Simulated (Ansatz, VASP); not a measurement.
## TaN in VASP and in Ansatz

```
CELL_PARAMETERS angstrom
2.92177 0.00000 0.00000
-1.46088 2.53033 0.00000
0.00000 0.00000 5.91652
ATOMIC_POSITIONS crystal
Ta 0.00000 0.00000 0.50000
Ta 0.00000 0.00000 0.00000
N 0.33333 0.66667 0.25000
N 0.66667 0.33333 0.75000
```

The cell comes from a database or a generator and needn't be the stable form of this composition.

Alike in both runs: task relaxation of cell and atoms; functional LDA; k mesh 7 × 7 × 4; occupations fermi-dirac, width 0.05 eV; no spin polarisation.

```csv
,VASP,Ansatz
version,VASP 6.6.1,Ansatz 0.2.0
potentials or method,"VASP PAW LDA potentials, release 64 (Ta_pv, N)",Ansatz PAW
plane-wave cutoff (eV),600,420
valence electrons in the cell,32,36
```

```csv
,VASP,Ansatz,Ansatz less VASP
"gap on the k mesh at the Fermi level, each at its own relaxed structure (eV)",none,none,-
relaxed volume (Å³/atom),10.44,10.39,-0.046
relaxed cell length with the largest relative difference (Å),2.873,2.869,-0.0045
energy change over the relaxation (meV/atom),-24,-30,-5.6
```

A gap of «none» marks a metal or a gap that the smearing closes. The two sets of potentials don't hold the same shells in valence.

Caveats: the plane-wave basis is chosen anew once the cell has moved, so the energies of steps on either side of that aren't comparable (Ansatz); the pressure holds a Pulay correction of +0.6 GPa for the finite cutoff (Ansatz); the PAW data sets come from PBE, with cores solved anew for the run's functional, which leaves a small shift of forces and pressure (Ansatz). Spin-orbit coupling is left out, which matters for the levels of Ta.
